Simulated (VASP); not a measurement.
# BiTe (R-3m) in VASP: further runs

One crystal, BiTe, is run at these levels: PBE; tasks: single point.

All numbers are computed with VASP 6.6.1; they aren't measurements. Logs are shortened: lines on timing, memory, paths and dates and some standing lists are left out, and cuts for length are marked.

## 1. Starting point

It takes space group R-3m (No. 166, trigonal). The conventional cell has a = 4.845 Å, b = 4.845 Å, c = 9.952 Å, α = 90.00°, β = 90.00°, γ = 120.00°. Around Bi (site symmetry -3m) lie 6 Te at 3.25 Å. Te (site symmetry -3m) is surrounded by 6 Bi at 3.25 Å.

The cell comes from a database or a generator and needn't be the stable form of this composition.

## 2. Single point, PBE

INCAR reads:

```
PREC = Accurate
ENCUT = 450
EDIFF = 1E-4
ISMEAR = 0
SIGMA = 0.05
LREAL = F
LASPH = T
NELM = 100
ALGO = Normal
ISIF = 2
LWAVE = F
LCHARG = F
GGA = PE
NBANDS = 18
ADDGRID = F
```

KPOINTS reads:

```
Automatic mesh
0
Gamma
  6 6 6
```

POSCAR reads:

```
BiTe
1.0
    2.4227077728      1.3987509848      3.3172919545
   -2.4227077728      1.3987509848      3.3172919545
    0.0000000000     -2.7975019696      3.3172919545
Bi Te
1 1
Direct
    0.5120250000      0.5038480000      0.5048510000
   -0.0040940000     -0.0152210000     -0.0035880000
```

Potentials or basis: VASP PAW PBE potentials, release 64 (Bi_d, Te).

The run is started by

```sh
cat potpaw_PBE.64/Bi_d/POTCAR potpaw_PBE.64/Te/POTCAR > POTCAR
mpirun -np 1 vasp_std > vasp.out
```

OUTCAR:

```text
PREC = Accurate
   ENCUT = 450
   EDIFF = 1E-4
   ISMEAR = 0
   LREAL = F
   LASPH = T
   NELM = 100
   ISIF = 2
   GGA = PE

 Found    112 irreducible k-points:

 Following reciprocal coordinates:
            Coordinates               Weight
  0.000000  0.000000  0.000000      1.000000
  0.166667 -0.000000  0.000000      2.000000
 -0.000000  0.166667  0.000000      2.000000
  0.000000  0.000000  0.166667      2.000000
  0.333333 -0.000000  0.000000      2.000000
 -0.000000  0.333333  0.000000      2.000000
   k-points           NKPTS =    112   k-points in BZ     NKDIM =    112   number of bands    NBANDS=     18
   number of dos      NEDOS =    301   number of ions     NIONS =      2
   total plane-waves  NPLWV =  27000
   dimension x,y,z NGX =    30 NGY =   30 NGZ =   30
   dimension x,y,z NGXF=    60 NGYF=   60 NGZF=   60
   ions per type =               1   1
   NGX,Y,Z   is equivalent  to a cutoff of  11.49, 11.49, 11.49 a.u.
   NGXF,Y,Z  is equivalent  to a cutoff of  22.99, 22.99, 22.99 a.u.
 SYSTEM =  unknown system
   PREC   = accura    normal or accurate (medium, high low for compatibility)
   ISTART =      0    job   : 0-new  1-cont  2-samecut
   ICHARG =      2    charge: 1-file 2-atom 10-const
   ISPIN  =      1    spin polarized calculation?
   LNONCOLLINEAR =      F non collinear calculations
   LSORBIT =      F    spin-orbit coupling
   LASPH  =      T    aspherical Exc in radial PAW
   ENCUT  =  450.0 eV  33.07 Ry    5.75 a.u.   7.51  7.51  7.51*2*pi/ulx,y,z
   NELM   =    100;   NELMIN=  2; NELMDL= -5     # of ELM steps
   EDIFF  = 0.1E-03   stopping-criterion for ELM
   LREAL  =      F    real-space projection
   EDIFFG = 0.1E-02   stopping-criterion for IOM
   NSW    =      0    number of steps for IOM
   IBRION =     -1    ionic relax: 0-MD 1-quasi-New 2-CG
[... 26 lines left out ...]
 non-spin polarized calculation
 Gauss-broadening in eV      SIGMA  =   0.05
  energy-cutoff  :      450.00
  volume of cell :       67.45
 maximum number of plane-waves:      1487
   NGX = 15   NGY = 15   NGZ = 15

 number of electron      21.0000002 magnetization

 Free energy of the ion-electron system (eV)
  ---------------------------------------------------
  ext. energy  EPLUGINS =         0.00000000
  ---------------------------------------------------
  free energy    TOTEN  =        -7.16821877 eV

  energy without entropy =       -7.16592351  energy(sigma->0) =       -7.16707114

 E-fermi :   6.6071     XC(G=0):  -9.4764

 val. band max:        6.6048137470   @ k =   0.5000  -0.1667  -0.3333
 cond. band min:       6.6109442504   @ k =   0.3333   0.3333   0.1667
 fundamental gap:      0.0061305034
 Fermi energy:         6.6071481110

 k-point     1 :       0.0000    0.0000    0.0000
  band No.  band energies     occupation
      1     -16.5564      2.00000
      2     -16.5562      2.00000
      3     -16.5440      2.00000
      4     -16.5439      2.00000
      5     -16.5292      2.00000
      6      -6.8268      2.00000
[... 10 lines left out ...]
     17      13.3361      0.00000
     18      13.5655      0.00000

 k-point     2 :       0.1667   -0.0000    0.0000
  band No.  band energies     occupation
      1     -16.5562      2.00000
      2     -16.5558      2.00000
      3     -16.5453      2.00000
      4     -16.5421      2.00000
      5     -16.5287      2.00000
      6      -6.5911      2.00000
[... 10 lines left out ...]
     17      14.1833      0.00000
     18      14.5978      0.00000

 k-point     3 :      -0.0000    0.1667    0.0000
  band No.  band energies     occupation
      1     -16.5562      2.00000
      2     -16.5558      2.00000
      3     -16.5452      2.00000
      4     -16.5422      2.00000
      5     -16.5286      2.00000
      6      -6.5914      2.00000
[... 10 lines left out ...]
     17      14.1858      0.00000
     18      14.6017      0.00000

 k-point     4 :       0.0000    0.0000    0.1667
  band No.  band energies     occupation
      1     -16.5563      2.00000
      2     -16.5557      2.00000
      3     -16.5452      2.00000
      4     -16.5421      2.00000
      5     -16.5287      2.00000
      6      -6.5905      2.00000
[... 10 lines left out ...]
     17      14.1778      0.00000
     18      14.5874      0.00000

 k-point     5 :       0.3333   -0.0000    0.0000
  band No.  band energies     occupation
      1     -16.5566      2.00000
      2     -16.5552      2.00000
      3     -16.5473      2.00000
      4     -16.5390      2.00000
      5     -16.5264      2.00000
      6      -5.9023      2.00000
[... 10 lines left out ...]
     17      15.4240      0.00000
     18      16.3578      0.00000

 k-point     6 :      -0.0000    0.3333    0.0000
  band No.  band energies     occupation
      1     -16.5566      2.00000
      2     -16.5552      2.00000
      3     -16.5474      2.00000
      4     -16.5392      2.00000
      5     -16.5263      2.00000
      6      -5.9044      2.00000
[... 10 lines left out ...]
     17      15.4314      0.00000
     18      16.3599      0.00000

 [... further k-points ...]
[... 5 lines left out ...]
  --------------------------------------------------------------------------------------
  -------------------------------------------------------------------------------------
  Total        0.0878693      0.1809010     -0.0130541      0.0160653      0.0147913     -0.0044511
  in kB        2.0872345      4.2970961     -0.3100841      0.3816130      0.3513500     -0.1057315
  external PRESSURE =       2.0247489 kB  Pullay stress =       0.0000000 kB

 VOLUME and BASIS-vectors are now :
 -----------------------------------------------------------------------------
  energy-cutoff  :      450.00
  volume of cell :       67.45
      direct lattice vectors                 reciprocal lattice vectors
     2.422707773  1.398750985  3.317291954     0.206380648  0.119153923  0.100483568
    -2.422707773  1.398750985  3.317291954    -0.206380648  0.119153923  0.100483568
     0.000000000 -2.797501970  3.317291954     0.000000000 -0.238307845  0.100483568

 POSITION                                       TOTAL-FORCE (eV/Angst)
 -----------------------------------------------------------------------------------
      0.01981      0.00863      5.04469         0.016492     -0.064052     -0.223181
      0.02696     -0.01698      9.87590        -0.016492      0.064052      0.223181
 -----------------------------------------------------------------------------------
    total drift:                               -0.000865     -0.000510     -0.000167

  FREE ENERGIE OF THE ION-ELECTRON SYSTEM (eV)
  ---------------------------------------------------
  free  energy   TOTEN  =        -7.1682187703 eV

  energy  without entropy=       -7.1659235064  energy(sigma->0) =       -7.16707114
```

Wall time 39 s (1 thread of Intel Xeon 6975P-C (Granite Rapids), shared host); peak memory 0.24 GiB.

These settings aren't checked as converged: the numbers below hold their error.

Results:

```
Free energy            : -7.1682 eV
Pressure               : 0.2 GPa
Largest force          : 0.233 eV/Å
Band gap on the k mesh : none (metal or under the smearing width)
```

Caveat: spin-orbit coupling is left out, which moves the levels of the heavy elements.

## 3. Single point, PBE

Edit INCAR of step 2 so:

```diff
@@ -2,3 +2,3 @@
 ENCUT = 450
-EDIFF = 1E-4
+EDIFF = 1E-5
 ISMEAR = 0
```

KPOINTS is that of step 2.

POSCAR reads:

```
BiTe
1.0
    2.4227077728      1.3987509848      3.3172919545
   -2.4227077728      1.3987509848      3.3172919545
    0.0000000000     -2.7975019696      3.3172919545
Bi Te
1 1
Direct
    0.5000000000      0.5000000000      0.5000000000
    0.0000000000      0.0000000000      0.0000000000
```

Potentials or basis: VASP PAW PBE potentials, release 64 (Bi_d, Te).

The run is started by

```sh
cat potpaw_PBE.64/Bi_d/POTCAR potpaw_PBE.64/Te/POTCAR > POTCAR
mpirun -np 1 vasp_std > vasp.out
```

It took 21 s on 1 thread of Intel Xeon 6975P-C (Granite Rapids), shared host; peak memory 0.18 GiB.

The run converged, but some of its settings lie outside the range that counts as converged, so its numbers aren't taken as properties of the crystal.

What came out:

```
Free energy            : -7.1843 eV
Pressure               : 0.0 GPa
Band gap on the k mesh : none (metal or under the smearing width)
```

Caveat: spin-orbit coupling is left out, which moves the levels of the heavy elements.

## 4. Single point, PBE

INCAR is that of step 3.

KPOINTS is that of step 3.

POSCAR reads:

```
BiTe
1.0
    2.4227077728      1.3987509848      3.3172919545
   -2.4227077728      1.3987509848      3.3172919545
    0.0000000000     -2.7975019696      3.3172919545
Bi Te
1 1
Direct
    0.5120250000      0.5038480000      0.5048510000
   -0.0040940000     -0.0152210000     -0.0035880000
```

The run is started by

```sh
cat potpaw_PBE.64/Bi_d/POTCAR potpaw_PBE.64/Te/POTCAR > POTCAR
mpirun -np 1 vasp_std > vasp.out
```

It took 68 s on 1 thread of Intel Xeon 6975P-C (Granite Rapids), shared host; peak memory 0.24 GiB.

The run converged, but some of its settings lie outside the range that counts as converged, so its numbers aren't taken as properties of the crystal.

Results:

| Property | Result |
| --- | --- |
| Free energy | -7.1682 eV |
| Pressure | 0.2 GPa |
| Largest force | 0.233 eV/Å |
| Band gap on the k mesh | none (metal or under the smearing width) |

Caveat: spin-orbit coupling is left out, which moves the levels of the heavy elements.

## 5. Single point, PBE

Edit INCAR of step 4 so:

```diff
@@ -2,3 +2,3 @@
 ENCUT = 450
-EDIFF = 1E-5
+EDIFF = 1E-6
 ISMEAR = 0
```

KPOINTS is that of step 4.

POSCAR reads:

```
BiTe
1.0
    2.4227077728      1.3987509848      3.3172919545
   -2.4227077728      1.3987509848      3.3172919545
    0.0000000000     -2.7975019696      3.3172919545
Bi Te
1 1
Direct
    0.5000000000      0.5000000000      0.5000000000
    0.0000000000      0.0000000000      0.0000000000
```

Potentials or basis: VASP PAW PBE potentials, release 64 (Bi_d, Te).

The run is started by

```sh
cat potpaw_PBE.64/Bi_d/POTCAR potpaw_PBE.64/Te/POTCAR > POTCAR
mpirun -np 1 vasp_std > vasp.out
```

OUTCAR:

```text
PREC = Accurate
   ENCUT = 450
   EDIFF = 1E-6
   ISMEAR = 0
   LREAL = F
   LASPH = T
   NELM = 100
   ISIF = 2
   GGA = PE

 Found     32 irreducible k-points:

 Following reciprocal coordinates:
            Coordinates               Weight
  0.000000  0.000000  0.000000      1.000000
  0.166667 -0.000000  0.000000      6.000000
  0.333333 -0.000000  0.000000      6.000000
  0.500000 -0.000000  0.000000      3.000000
  0.166667  0.166667  0.000000      6.000000
  0.333333  0.166667  0.000000     12.000000
   k-points           NKPTS =     32   k-points in BZ     NKDIM =     32   number of bands    NBANDS=     18
   number of dos      NEDOS =    301   number of ions     NIONS =      2
   total plane-waves  NPLWV =  27000
   dimension x,y,z NGX =    30 NGY =   30 NGZ =   30
   dimension x,y,z NGXF=    60 NGYF=   60 NGZF=   60
   ions per type =               1   1
   NGX,Y,Z   is equivalent  to a cutoff of  11.49, 11.49, 11.49 a.u.
   NGXF,Y,Z  is equivalent  to a cutoff of  22.99, 22.99, 22.99 a.u.
 SYSTEM =  unknown system
   PREC   = accura    normal or accurate (medium, high low for compatibility)
   ISTART =      0    job   : 0-new  1-cont  2-samecut
   ICHARG =      2    charge: 1-file 2-atom 10-const
   ISPIN  =      1    spin polarized calculation?
   LNONCOLLINEAR =      F non collinear calculations
   LSORBIT =      F    spin-orbit coupling
   LASPH  =      T    aspherical Exc in radial PAW
   ENCUT  =  450.0 eV  33.07 Ry    5.75 a.u.   7.51  7.51  7.51*2*pi/ulx,y,z
   NELM   =    100;   NELMIN=  2; NELMDL= -5     # of ELM steps
   EDIFF  = 0.1E-05   stopping-criterion for ELM
   LREAL  =      F    real-space projection
   EDIFFG = 0.1E-04   stopping-criterion for IOM
   NSW    =      0    number of steps for IOM
   IBRION =     -1    ionic relax: 0-MD 1-quasi-New 2-CG
[... 26 lines left out ...]
 non-spin polarized calculation
 Gauss-broadening in eV      SIGMA  =   0.05
  energy-cutoff  :      450.00
  volume of cell :       67.45
 maximum number of plane-waves:      1487
   NGX = 15   NGY = 15   NGZ = 15

 number of electron      20.9999993 magnetization

 Free energy of the ion-electron system (eV)
  ---------------------------------------------------
  ext. energy  EPLUGINS =         0.00000000
  ---------------------------------------------------
  free energy    TOTEN  =        -7.18429788 eV

  energy without entropy =       -7.18221602  energy(sigma->0) =       -7.18325695

 E-fermi :   6.6436     XC(G=0):  -9.4787

 val. band max:        6.6301135586   @ k =   0.5000   0.3333   0.1667
 cond. band min:       6.6758022068   @ k =   0.3333   0.3333   0.1667
 fundamental gap:      0.0456886482
 Fermi energy:         6.6435680480

 k-point     1 :       0.0000    0.0000    0.0000
  band No.  band energies     occupation
      1     -16.5617      2.00000
      2     -16.5617      2.00000
      3     -16.5489      2.00000
      4     -16.5489      2.00000
      5     -16.5341      2.00000
      6      -6.8132      2.00000
[... 10 lines left out ...]
     17      13.3154      0.00000
     18      13.5490      0.00000

 k-point     2 :       0.1667   -0.0000    0.0000
  band No.  band energies     occupation
      1     -16.5615      2.00000
      2     -16.5611      2.00000
      3     -16.5502      2.00000
      4     -16.5471      2.00000
      5     -16.5336      2.00000
      6      -6.5775      2.00000
[... 10 lines left out ...]
     17      14.1920      0.00000
     18      14.6055      0.00000

 k-point     3 :       0.3333   -0.0000    0.0000
  band No.  band energies     occupation
      1     -16.5617      2.00000
      2     -16.5604      2.00000
      3     -16.5525      2.00000
      4     -16.5441      2.00000
      5     -16.5314      2.00000
      6      -5.8874      2.00000
[... 10 lines left out ...]
     17      15.4293      0.00000
     18      16.3739      0.00000

 k-point     4 :       0.5000   -0.0000    0.0000
  band No.  band energies     occupation
      1     -16.5620      2.00000
      2     -16.5604      2.00000
      3     -16.5533      2.00000
      4     -16.5431      2.00000
      5     -16.5297      2.00000
      6      -4.9065      2.00000
[... 10 lines left out ...]
     17      14.5162      0.00000
     18      17.3247      0.00000

 k-point     5 :       0.1667    0.1667    0.0000
  band No.  band energies     occupation
      1     -16.5628      2.00000
      2     -16.5603      2.00000
      3     -16.5501      2.00000
      4     -16.5454      2.00000
      5     -16.5337      2.00000
      6      -6.4843      2.00000
[... 10 lines left out ...]
     17      13.5257      0.00000
     18      13.8846      0.00000

 k-point     6 :       0.3333    0.1667    0.0000
  band No.  band energies     occupation
      1     -16.5639      2.00000
      2     -16.5598      2.00000
      3     -16.5514      2.00000
      4     -16.5422      2.00000
      5     -16.5320      2.00000
      6      -5.9498      2.00000
[... 10 lines left out ...]
     17      14.8720      0.00000
     18      15.5843      0.00000

 [... further k-points ...]
[... 5 lines left out ...]
  --------------------------------------------------------------------------------------
  -------------------------------------------------------------------------------------
  Total       -0.0074334     -0.0074334     -0.1392807      0.0000000      0.0000000      0.0000000
  in kB       -0.1765727     -0.1765727     -3.3084536      0.0000000      0.0000000      0.0000000
  external PRESSURE =      -1.2205330 kB  Pullay stress =       0.0000000 kB

 VOLUME and BASIS-vectors are now :
 -----------------------------------------------------------------------------
  energy-cutoff  :      450.00
  volume of cell :       67.45
      direct lattice vectors                 reciprocal lattice vectors
     2.422707773  1.398750985  3.317291954     0.206380648  0.119153923  0.100483568
    -2.422707773  1.398750985  3.317291954    -0.206380648  0.119153923  0.100483568
     0.000000000 -2.797501970  3.317291954     0.000000000 -0.238307845  0.100483568

 POSITION                                       TOTAL-FORCE (eV/Angst)
 -----------------------------------------------------------------------------------
      0.00000      0.00000      4.97594         0.000000      0.000000      0.000000
      0.00000      0.00000      0.00000         0.000000      0.000000     -0.000000
 -----------------------------------------------------------------------------------
    total drift:                               -0.000000      0.000000      0.000000

  FREE ENERGIE OF THE ION-ELECTRON SYSTEM (eV)
  ---------------------------------------------------
  free  energy   TOTEN  =        -7.1842978816 eV

  energy  without entropy=       -7.1822160246  energy(sigma->0) =       -7.18325695
```

OSZICAR:

```text
N       E                     dE             d eps       ncg     rms          rms(c)
DAV:   1     0.150609482327E+03    0.15061E+03   -0.91557E+03  1152   0.100E+03
DAV:   2     0.440384064107E+01   -0.14621E+03   -0.14260E+03  1258   0.287E+02
DAV:   3    -0.691305592365E+01   -0.11317E+02   -0.11177E+02  1404   0.860E+01
DAV:   4    -0.721205852791E+01   -0.29900E+00   -0.29878E+00  1450   0.152E+01
DAV:   5    -0.722383826248E+01   -0.11780E-01   -0.11779E-01  1590   0.278E+00    0.578E+00
DAV:   6    -0.718067328932E+01    0.43165E-01   -0.14137E-01  1622   0.223E+00    0.356E+00
DAV:   7    -0.718421708959E+01   -0.35438E-02   -0.34253E-02  1394   0.921E-01    0.734E-01
DAV:   8    -0.718417339198E+01    0.43698E-04   -0.49341E-03  1398   0.475E-01    0.140E-01
DAV:   9    -0.718429760228E+01   -0.12421E-03   -0.48938E-04  1322   0.135E-01    0.506E-02
DAV:  10    -0.718429835657E+01   -0.75429E-06   -0.25013E-05  1510   0.290E-02    0.302E-02
DAV:  11    -0.718429839405E+01   -0.37477E-07   -0.17549E-05  1398   0.319E-02    0.442E-03
DAV:  12    -0.718429788161E+01    0.51243E-06   -0.33836E-06  1220   0.150E-02
   1 F= -.71842979E+01 E0= -.71832570E+01  d E =-.208186E-02
```

stdout:

```text
POSCAR found type information on POSCAR BiTe
 POSCAR found :  2 types and       2 ions
 scaLAPACK will be used
 LDA part: xc-table for (Slater+PW92), standard interpolation
 POSCAR, INCAR and KPOINTS ok, starting setup
 FFT: planning ... GRIDC
 FFT: planning ... GRID_SOFT
 FFT: planning ... GRID
 WAVECAR not read
 entering main loop
```

Wall time 21 s (1 thread of Intel Xeon 6975P-C (Granite Rapids), shared host); peak memory 0.18 GiB.

The run converged, but some of its settings lie outside the range that counts as converged, so its numbers aren't taken as properties of the crystal.

Results:

```
Free energy            : -7.1843 eV
Pressure               : -0.1 GPa
Band gap on the k mesh : none (metal or under the smearing width)
```

Caveat: spin-orbit coupling is left out, which moves the levels of the heavy elements.

## 6. Single point, PBE

INCAR is that of step 5.

KPOINTS is that of step 5.

POSCAR reads:

```
BiTe
1.0
    2.4227077728      1.3987509848      3.3172919545
   -2.4227077728      1.3987509848      3.3172919545
    0.0000000000     -2.7975019696      3.3172919545
Bi Te
1 1
Direct
    0.5120250000      0.5038480000      0.5048510000
   -0.0040940000     -0.0152210000     -0.0035880000
```

Potentials or basis: VASP PAW PBE potentials, release 64 (Bi_d, Te).

The run is started by

```sh
cat potpaw_PBE.64/Bi_d/POTCAR potpaw_PBE.64/Te/POTCAR > POTCAR
mpirun -np 1 vasp_std > vasp.out
```

It took 66 s on 1 thread of Intel Xeon 6975P-C (Granite Rapids), shared host; peak memory 0.24 GiB.

The run converged, but some of its settings lie outside the range that counts as converged, so its numbers aren't taken as properties of the crystal.

What came out:

```
Free energy            : -7.1682 eV
Pressure               : 0.1 GPa
Largest force          : 0.233 eV/Å
Band gap on the k mesh : none (metal or under the smearing width)
```

Caveat: spin-orbit coupling is left out, which moves the levels of the heavy elements.
